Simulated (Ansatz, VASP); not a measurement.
# One calculation of Hg, two programs

Contents of INCAR:

```
SYSTEM = Hg
ALGO     = Normal         ! electronic algorithm
EDIFF    = 1E-7           ! SCF threshold, eV
ENCUT    = 520            ! plane-wave cutoff, eV
GGA      = PE             ! functional
ISIF     = 2              ! what is computed and relaxed
ISMEAR   = -1             ! smearing method
LASPH    = .TRUE.         ! aspherical terms in the spheres
LCHARG   = .FALSE.        ! write CHGCAR
LREAL    = .FALSE.        ! projectors in reciprocal space
LWAVE    = .FALSE.        ! write WAVECAR
NBANDS   = 12             ! bands
NELM     = 80             ! most SCF steps
PREC     = Accurate       ! precision mode
SIGMA    = 0.05           ! smearing width, eV
```

Contents of KPOINTS:

```
k-points
0
G
  10 10 10
  0 0 0
```

File POSCAR:

```
Hg
1.0
   -1.8384249418      1.8384249418      1.8777145925
    1.8384249418     -1.8384249418      1.8777145925
    1.8384249418      1.8384249418     -1.8777145925
Hg
1
Direct
    0.5000000000      0.5000000000      0.0000000000
```

File input.yaml:

```yaml
crystal:
  lattice:
    - [-1.8384249418, 1.8384249418, 1.8777145925]
    - [1.8384249418, -1.8384249418, 1.8777145925]
    - [1.8384249418, 1.8384249418, -1.8777145925]
  atoms:
    - { symbol: Hg, position: [0.5, 0.5, 0.0] }
hamiltonian:
  xc: pbe
  pseudopotentials: { kind: paw }
kpoints:
  mp_grid: { grid: [10, 10, 10] }
scf:
  occupations: { method: fermi_dirac, width: 0.05 }
output:
  forces: true
  stress: true
  eigenvalues: true
```

Change from the starting cell: volume scaled by 0.94.

Alike in both runs: task single point; functional PBE; k mesh 10 × 10 × 10; occupations fermi-dirac, width 0.05 eV; no spin polarisation.

```csv
,VASP,Ansatz
version,VASP 6.6.1,Ansatz 0.2.0
potentials or method,"VASP PAW PBE potentials, release 64 (Hg)",Ansatz PAW
plane-wave cutoff (eV),520,420
valence electrons in the cell,12,20
```

|  | VASP | Ansatz | Ansatz less VASP |
| --- | --- | --- | --- |
| gap on the k mesh at the Fermi level (eV) | none | none | - |
| pressure (GPa) | 3.0 | 2.8 | -0.22 |
| largest component of the traceless stress (GPa) | 0.45 | 0.45 | -0.001 |

A gap of «none» marks a metal or a gap that the smearing closes. The two sets of potentials don't hold the same shells in valence.

The runs have no spin-orbit coupling, so splittings on Hg are missing.
